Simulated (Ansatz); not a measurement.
ZrB2:

```
CELL_PARAMETERS angstrom
3.17000 0.00000 0.00000
-1.58500 2.74530 0.00000
0.00000 0.00000 3.53300
ATOMIC_POSITIONS crystal
Zr 0.00000 0.00000 0.00000
B 0.66667 0.33333 0.50000
B 0.33333 0.66667 0.50000
```

* Program: Ansatz 0.2.0
* Task: relaxation of cell and atoms
* Functional: r2SCAN
* Potentials or basis: Ansatz PAW
* Cutoff: 500 eV (not typed: the program's choice for these potentials)
* k mesh: 10 × 10 × 8
* Occupations: fermi-dirac, width 0.05 eV
* Spin: no spin polarisation
* Hubbard terms: Zr d U = 5 eV

At the start: volume 10.25 Å³/atom.

Q: How do energy, volume and symmetry change on relaxing?

A: It ends after 5 steps and the volume is 10.50 Å³/atom (+2.5 %); space group P6/mmm (No. 191, to 0.05 Å).

The path:
| step | energy change (eV) | largest force (eV/Å) | volume (Å³) |
| --- | --- | --- | --- |
| 1 | 0.0000 | 0.0000 | 30.75 |
| 2 | -0.0062 | 0.0000 | 32.07 |
| 3 | -0.0208 | 0.0000 | 31.55 |
| 4 | -0.0209 | 0.0000 | 31.51 |
| 5 | -0.0214 | 0.0000 | 31.51 |

Final structure:
```xyz
3
Lattice="3.1744 0.0000 0.0000 -1.5872 2.7491 0.0000 0.0000 0.0000 3.6110" Properties=species:S:1:pos:R:3 pbc="T T T"
Zr    0.0000    0.0000    0.0000
B     1.5872    0.9164    1.8055
B     0.0000    1.8327    1.8055
```

Caveat: the plane-wave basis is chosen anew once the cell has moved, so the energies of steps on either side of that aren't comparable; U without spin polarisation on a metal has little footing; the PAW data sets come from PBE, with cores solved anew for the run's functional, which leaves a small shift of forces and pressure; the U is typed as a test and isn't derived for this compound.
